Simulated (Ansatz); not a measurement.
Crystal: TiO2.

```xyz
12
Lattice="1.4741 -4.7965 0.0000 1.4741 4.7965 0.0000 0.0000 0.0000 10.2352" Properties=species:S:1:pos:R:3 pbc="T T T"
Ti    1.4741   -3.5198    5.9686
Ti    1.4741    3.5198    4.2666
Ti    1.4741   -3.5198    9.3842
Ti    1.4741    3.5198    0.8510
O     1.4741    0.0000    5.1176
O     1.4741    0.0000    0.0000
O     1.4741   -4.1656    7.6764
O     1.4741    4.1656    2.5588
O     1.4741   -2.4405    1.0529
O     1.4741    2.4405    9.1824
O     1.4741    2.4405    6.1705
O     1.4741   -2.4405    4.0648
```

Measurements of this composition are mostly on another form, of space group No. 141.

```yaml
Program: Ansatz 0.2.0
Task: relaxation of cell and atoms
Functional: BLYP
Potentials_or_basis: Ansatz PAW
Cutoff: "420 eV (not typed: the program's choice for these potentials)"
k_mesh: 9 × 9 × 3
Occupations: fermi-dirac, width 0.05 eV
Spin: no spin polarisation
```

At the start: volume 12.06 Å³/atom.

**Question.** Where does the relaxation end?

**Answer.** It ends after 11 steps and the volume is 12.40 Å³/atom (+2.8 %); space group Cmcm (No. 63, to 0.05 Å).

The path:
```tsv
step	energy change (eV)	largest force (eV/Å)	volume (Å³)
1	0.0000	0.1399	144.74
2	-0.0140	0.1114	147.79
3	-0.0143	0.0491	148.37
4	-0.0148	0.0371	148.43
5	-0.0155	0.0132	148.41
6	-0.0160	0.0144	148.33
7	-0.0158	0.0011	148.38
8	-0.0367	0.0009	148.38
9	-0.0330	0.0215	149.12
10	-0.0348	0.0015	148.82
11	-0.0370	0.0015	148.82
```

Final structure:
```
Ti O
1.0
     1.48361   -4.85336    0.00000
     1.48361    4.85336    0.00000
     0.00000    0.00000   10.33379
Ti O
4 8
Direct
  0.86747 0.13253 0.58421
  0.13253 0.86747 0.41579
  0.86747 0.13253 0.91579
  0.13253 0.86747 0.08421
  0.50000 0.50000 0.50000
  0.50000 0.50000 0.00000
  0.93368 0.06632 0.75000
  0.06632 0.93368 0.25000
  0.75153 0.24847 0.10234
  0.24847 0.75153 0.89766
  0.24847 0.75153 0.60234
  0.75153 0.24847 0.39766
```

Caveat: the plane-wave basis is chosen anew once the cell has moved, so the energies of steps on either side of that aren't comparable; the pressure holds a Pulay correction of +0.8 GPa for the finite cutoff; the PAW data sets come from PBE, with cores solved anew for the run's functional, which leaves a small shift of forces and pressure.
